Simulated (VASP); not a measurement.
# BeTe: molecular dynamics with a monitored distance, by stops when the distance exceeds

BeTe, F-43m (no. 216), 8 atoms in the cell. PBE, molecular dynamics; PAW potentials Te, Be (PBE set).

| Stops when the distance exceeds (Å) | Largest distance met (Å) | Steps run | Mean temperature (K) | Time (s) |
|---|---|---|---|---|
| 2.543 | 2.555 | 33 | 330 | 80 |
| 3.838 | 2.617 | 80 | 377 | 205 |

Limits: row 1: 33 fs of 8 atoms are too short for converged averages; the distance is that to the nearest periodic copy, which so small a cell caps; row 2: 80 fs of 8 atoms are too short for converged averages.

## Input of the first row

INCAR:
```
SYSTEM = BeTe
GGA = PE
PREC = Normal
ENCUT = 250
EDIFF = 1E-5
NELMIN = 4
NELM = 60
ALGO = Normal
LREAL = Auto
LASPH = .True.
ISMEAR = 0
SIGMA = 0.05
ISYM = 0
LWAVE = .False.
LCHARG = .False.
IBRION = 0
NSW = 80
POTIM = 1.0
TEBEG = 600
TEEND = 600
ISIF = 2
MDALGO = 1
ANDERSEN_PROB = 0.05
RANDOM_SEED = 454989 0 0
VALUE_MAX = 2.543
VALUE_MIN = 1.199
KPAR = 2
```

KPOINTS:
```
k-points
0
Monkhorst-Pack
  2 2 2
```

ICONST:
```
R 1 7 7
```

POSCAR:
```
BeTe
1.0
    5.5400000000      0.0000000000      0.0000000000
    0.0000000000      5.5400000000      0.0000000000
    0.0000000000      0.0000000000      5.5400000000
Te Be
4 4
Direct
    0.2500000000      0.2500000000      0.2500000000
    0.2500000000      0.7500000000      0.7500000000
    0.7500000000      0.2500000000      0.7500000000
    0.7500000000      0.7500000000      0.2500000000
    0.0000000000      0.0000000000      0.0000000000
    0.0000000000      0.5000000000      0.5000000000
    0.5000000000      0.0000000000      0.5000000000
    0.5000000000      0.5000000000      0.0000000000
```

Commands:
```
cat potpaw_PBE.64/Te/POTCAR potpaw_PBE.64/Be/POTCAR > POTCAR
mpirun -np 2 vasp_std > vasp.out
```

Changes of the last row against the first:
```
- VALUE_MAX = 2.543
+ VALUE_MAX = 3.838
```

VASP 6.6.1 took 80 s on 2 cores (Intel Xeon Platinum 8559C (Emerald Rapids)), a shared host.
